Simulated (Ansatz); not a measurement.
## Stress against strain in InSb

```yaml
crystal:
  lattice:
    - [0.00000, 3.23910, 3.23910]
    - [3.23910, 0.00000, 3.23910]
    - [3.23910, 3.23910, 0.00000]
  atoms:
    - { symbol: In, position: [0.00000, 0.00000, 0.00000] }
    - { symbol: Sb, position: [0.75000, 0.75000, 0.75000] }
```

Atoms are numbered in the order listed.

The cell is COD entry 9008853, as deposited and not checked against the literature; nothing was relaxed.

No spin–orbit coupling, which matters for the heavy atoms here.

All numbers below come from DFT, PBE, all-electron LAPW, scalar-relativistic (Ansatz 0.2.0).

Sampling and basis: a Γ-centred 10×10×10 k mesh, Fermi–Dirac smearing of 0.03 eV, basis error target 0.25 meV/atom, no spin polarisation.

The strain is applied along the Cartesian axes of the cell as listed (the other components stay zero). Fractional coordinates are held (clamped ions).

σ is the change of stress from the unstrained cell, which is at 3.15 GPa; tension is positive, so slopes are stress–strain coefficients at that pressure. In a metal the k mesh adds noise.

Only quantities that a quadratic follows smoothly over the whole series are listed; rougher ones are left out.

| εxx = εyy | σzz (GPa) | σxx (GPa) |
| --- | --- | --- |
| -0.0300 | -3.02 | -3.82 |
| -0.0200 | -1.91 | -2.43 |
| 0.0000 | 0.00 | 0.00 |
| 0.0100 | 0.82 | 1.06 |
| 0.0200 | 1.54 | 2.03 |
| 0.0300 | 2.19 | 2.92 |

(1) Fit the series and read off the stiffness at zero strain.

(2) One run, at εxx = εyy = -0.0100, is withheld. Predict its row.

## Answers

(1) Least-squares fits y = p0 + p1 x + p2 x² to the rows give σzz (GPa): p1 = 86.7, p2 = -460; σxx (GPa): p1 = 112, p2 = -490. So 2 C12 = 87 GPa and C11 + C12 = 112 GPa.

(2) The fits give -0.91, -1.17; the run gave -0.91, -1.16.
